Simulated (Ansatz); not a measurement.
# PbSe: the cost of one run

Computed with Ansatz 0.2.0 (DFT LDA, scalar-relativistic, plane waves, PAW, unless a step's input says otherwise).

## 1. The structure to begin with

The structure is cubic, space group F-43m (No. 216). The conventional cell has a = 6.808 Å, b = 6.808 Å, c = 6.808 Å, α = 90.00°, β = 90.00°, γ = 90.00°. Pb (site symmetry -43m) has 4 Se at 2.95 Å as nearest neighbours. Se (site symmetry -43m) has 4 Pb at 2.95 Å as nearest neighbours.

Structure file:

```
CELL_PARAMETERS angstrom
0.00000 3.40417 3.40417
3.40417 0.00000 3.40417
3.40417 3.40417 0.00000
ATOMIC_POSITIONS crystal
Pb 0.00000 0.00000 0.00000
Se 0.25000 0.25000 0.25000
```

The cell was made up by rule, so the compound may not exist in this form.

This is a trial structure, the zincblende prototype, and another one may lie lower.

## 2. Coarse point 1 of the search for the rest volume

input.yaml reads:

```yaml
crystal:
  lattice:
    - [0.0, 3.4041726572, 3.4041726572]
    - [3.4041726572, 0.0, 3.4041726572]
    - [3.4041726572, 3.4041726572, 0.0]
  atoms:
    - { symbol: Pb, position: [0.0, 0.0, 0.0] }
    - { symbol: Se, position: [0.25, 0.25, 0.25] }
basis:
  ecutwfc: 420
kpoints:
  mp_grid: { grid: [4, 4, 4] }
hamiltonian:
  xc: lda
scf:
  occupations: { method: gaussian, width: 0.05 }
output:
  forces: true
  stress: true
  eigenvalues: true
```

Run with:

```console
$ ansatz run input.yaml --threads 1 --pin off --max-ram 1228MiB --backend cpu --events-out ev --progress --plain --runs-dir out
```

Q: Estimate wall time and peak memory on 1 thread of Arm Neoverse N1, shared host.

About 2.6 s, with a peak of 0.36 GiB.
